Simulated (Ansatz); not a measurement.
# Li: the cost of one run

Computed with Ansatz 0.2.0 (DFT PBE, scalar-relativistic, plane waves, PAW, unless a step's input says otherwise).

## Step 1: The structure to begin with

Symmetry: C2/m, No. 12, monoclinic system. The conventional cell has a = 5.368 Å, b = 3.102 Å, c = 7.798 Å, α = 90.00°, β = 103.42°, γ = 90.00°. Around Li (site symmetry 2/m) lie 12 Li at 3.10 Å. Li (site symmetry m) is surrounded by 12 Li at 3.09 to 3.10 Å.

Cell or atoms stand a little off a more symmetric structure (R-3m at a tolerance of 0.3 Å), so results at this geometry aren't those of that ideal crystal.

As a file:

```
Li
1.0
     2.68407   -1.55122    0.00000
     2.68407    1.55122    0.00000
    -1.81025    0.00000    7.58543
Li
3
Direct
  0.00000 0.00000 0.50000
  0.22234 0.22234 0.16667
  0.77766 0.77766 0.83333
```

A structure generator made this guess: one element on all sites of the Sr type (C2/m, No. 12). Its size is a rough estimate.

## Step 2: Probe: one point on a coarse mesh

The input, input.yaml:

```yaml
crystal:
  lattice:
    - [2.6840716, -1.55121564, 0.0]
    - [2.6840716, 1.55121564, 0.0]
    - [-1.81024709, 0.0, 7.58542986]
  atoms:
    - { symbol: Li, position: [0.0, 0.0, 0.5] }
    - { symbol: Li, position: [0.22234435, 0.22234435, 0.16667078] }
    - { symbol: Li, position: [0.77765565, 0.77765565, 0.83332922] }
basis:
  ecutwfc: 420
kpoints:
  mp_grid: { grid: [6, 6, 2] }
hamiltonian:
  xc: pbe
scf:
  occupations: { method: gaussian, width: 0.1 }
  lower_state_search: "off"
output:
  forces: true
  stress: true
  eigenvalues: true
```

Run with:

```bash
ansatz run input.yaml --threads 1 --pin off --max-ram 2560MiB --backend cpu --events-out ev --progress --plain --runs-dir out
```

**Question.** How long does this run take on 1 thread of AMD EPYC (Zen 3), shared host, and how much memory does it need?

About 2.2 s, with a peak of 0.3 GiB.
